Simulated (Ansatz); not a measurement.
CdI$_{2}$: levels along high-symmetry lines

```xyz
3
Lattice="4.2910 0.0000 0.0000 -2.1455 3.7161 0.0000 0.0000 0.0000 7.3036" Properties=species:S:1:pos:R:3 pbc="T T T"
Cd    0.0000    0.0000    0.0000
I     0.0000    2.4774    1.7221
I     2.1455    1.2387    5.5815
```

Atoms are numbered in the order listed.

The conventional cell has a = 4.291 Å, b = 4.291 Å, c = 7.304 Å, α = 90.00°, β = 90.00°, γ = 120.00°. Cd (atom 1) has 6 I at 3.02 Å as nearest neighbours. I (atom 2) is surrounded by 3 Cd at 3.02 Å.

Structure from Materials Project entry mp-567259 (possibly hypothetical), not relaxed further.

No spin–orbit coupling, which matters for the heavy atoms here.

The calculation used DFT, PBEsol, all-electron LAPW, scalar-relativistic in Ansatz 0.2.0.

The runs use a Γ-centred 8×8×4 k mesh, Fermi–Dirac smearing of 0.03 eV, basis error target 1 meV/atom, no spin polarisation.

Points in fractions of the reciprocal vectors of this cell: Γ (0, 0, 0), M (0.5, 0, 0), K (0.333, 0.333, 0), A (0, 0, 0.5), L (0.5, 0, 0.5), H (0.333, 0.333, 0.5). The path joins them by straight lines in the order Γ–M–K–Γ–A–L–H–A–L; legs that retrace an earlier one aren't tabulated. Energies are in eV from the top of the valence band.

Q: List the levels at A between -20 and 7 eV.

A: -11.86, -11.48, -7.46 (×2), -7.35, -7.28 (×2), -3.04, -1.29, -0.35 (×2), -0.01 (×2), 3.26, 4.37, 6.13 (×2).

Q: List the levels at K between -20 and 7 eV.

A: -11.30 (×2), -7.31 (×2), -7.25, -7.24 (×2), -3.66, -2.16 (×2), -1.88, -0.84 (×2), 2.78, 6.74 (×2).

Q: List the levels at M between -20 and 7 eV.

A: -11.35, -11.34, -7.43, -7.36, -7.27, -7.22, -7.13, -3.72, -2.70, -1.72, -1.38, -0.55, -0.16, 2.51, 4.93, 6.06, 6.61.

Q: What is the band gap?

A: 2.31 eV.

Kohn–Sham gaps of semilocal functionals usually fall short of measured ones.
